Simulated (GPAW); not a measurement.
C:

```xyz
2
Lattice="2.1273 -1.2283 0.0000 2.1273 1.2283 0.0000 -1.3791 0.0000 3.5028" Properties=species:S:1:pos:R:3 pbc="T T T"
C    -0.6699    0.0000    3.5025
C     3.5455    0.0000    0.0003
```

This is a stacking variant of graphite.

```yaml
Program: GPAW 26.7.0
Task: relaxation of cell and atoms
Functional: PBEsol
Dispersion: D3(BJ)+ATM
Potentials_or_basis: PAW data sets generated in the run's folder for this functional
Cutoff: 800 eV
Basis: pw
k_mesh: 9 × 9 × 6
Occupations: fermi-dirac, width 0.05 eV
Spin: no spin polarisation
```

At the start: pressure 0.2 GPa; volume 9.15 Å³/atom.

Problem. Where does the relaxation end?

Solution. Over 9 steps the energy falls by 3.6 meV/atom and the volume is 8.47 Å³/atom (-7.5 %); space group R-3m (No. 166, to 0.05 Å).

The path:
```
step  energy change (eV)  largest force (eV/Å)  pressure (GPa)  volume (Å³)
   1              0.0000                0.0190            0.15        18.31
   2             -0.0004                0.0101           -0.31        18.31
   3             -0.0013                0.0207           -1.82        18.28
   4             -0.0019                0.0362           -2.47        18.22
   5             -0.0038                0.0694           -3.88        17.87
   6             -0.0052                0.0877           -4.02        17.37
   7             -0.0063                0.0562           -2.32        17.00
   8             -0.0070                0.0216           -0.18        16.91
   9             -0.0071                0.0100            0.03        16.93
```

Final structure:
```cif
data_structure
_symmetry_space_group_name_H-M 'P 1'
_symmetry_Int_Tables_number 1
_cell_length_a 2.4588
_cell_length_b 2.4588
_cell_length_c 3.5211
_cell_angle_alpha 110.018
_cell_angle_beta 110.018
_cell_angle_gamma 59.991
_cell_volume 16.93
loop_
_atom_site_label
_atom_site_type_symbol
_atom_site_fract_x
_atom_site_fract_y
_atom_site_fract_z
_atom_site_occupancy
C1 C 0.16650 0.16650 0.99946 1
C2 C 0.83350 0.83350 0.00054 1
```

Caveat: later steps reuse the first step's grids.
